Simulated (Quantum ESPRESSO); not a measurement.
The system is CuO (Tenorite).

```
CELL_PARAMETERS angstrom
2.34185 -1.71130 0.00000
2.34185 1.71130 0.00000
-0.85003 0.00000 5.05787
ATOMIC_POSITIONS crystal
Cu 0.48280 0.00738 0.50995
Cu 0.99154 0.51517 0.99699
O 0.42698 0.58974 0.75042
O 0.57778 0.43593 0.25127
```

The cell isn't the ideal one: atoms moved at random, drawn with an rms of 0.1 Å.

```yaml
Program: Quantum ESPRESSO 7.5
Task: relaxation of the atoms
Functional: revPBE
Potentials_or_basis: SG15 PBE 1.2
Cutoff: 1238 eV
Density_cutoff: 4952 eV
k_mesh: 4 × 4 × 2
Occupations: methfessel-paxton, width 0.2 eV
Spin: collinear spin, ferromagnetic start
Starting_moments: "[0.6, 0.6, 0.0, 0.0] μB"
```

At the start: volume 10.13 Å³/atom.

Problem. Where does the relaxation end?

Solution. Over 12 steps the energy falls by 13.3 meV/atom; space group C2/c (No. 15, to 0.05 Å); moment 0.25 μB per cell.

The path:
```csv
step,energy change (eV),largest force (eV/Å)
1,0.0000,1.1291
2,-0.0185,0.9007
3,-0.0473,0.3180
4,-0.0461,0.3799
5,-0.0502,0.2290
6,-0.0524,0.0650
7,-0.0525,0.0599
8,-0.0529,0.0394
9,-0.0532,0.0264
10,-0.0531,0.0286
11,-0.0532,0.0219
12,-0.0533,0.0046
```

Final structure:
```
Cu O
1.0
     2.34185   -1.71130    0.00000
     2.34185    1.71130    0.00000
    -0.85003    0.00000    5.05787
Cu O
2 2
Direct
  0.49315 0.01245 0.50197
  0.99502 0.51207 0.00208
  0.42527 0.58227 0.75229
  0.56566 0.44144 0.25228
```

Caveat: the k mesh is coarse (spacing up to 0.62 Å⁻¹), so the values aren't converged; the potentials were made for another functional, which shifts forces and pressure.
